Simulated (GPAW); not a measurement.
Crystal: ZnSe (Stilleite).

```
CELL_PARAMETERS angstrom
0.00000 2.83380 2.83380
2.83380 0.00000 2.83380
2.83380 2.83380 0.00000
ATOMIC_POSITIONS crystal
Se 0.75000 0.75000 0.75000
Zn 0.00000 0.00000 0.00000
```

Base run:

```yaml
Program: GPAW 26.7.0
Functional: HSE06
Potentials_or_basis: GPAW PAW data sets (gpaw-data 1.2.1)
Cutoff: 450 eV
Basis: pw
k_mesh: 6 × 6 × 6
Occupations: fermi-dirac, width 0.05 eV
Spin: no spin polarisation
```

Its results: band gap on the k mesh 2.29 eV, direct.

Q: The run is repeated on the same cell with these changes: functional from HSE06 to PBE0. What comes out?

A: Band gap on the k mesh 3.03 eV, direct.

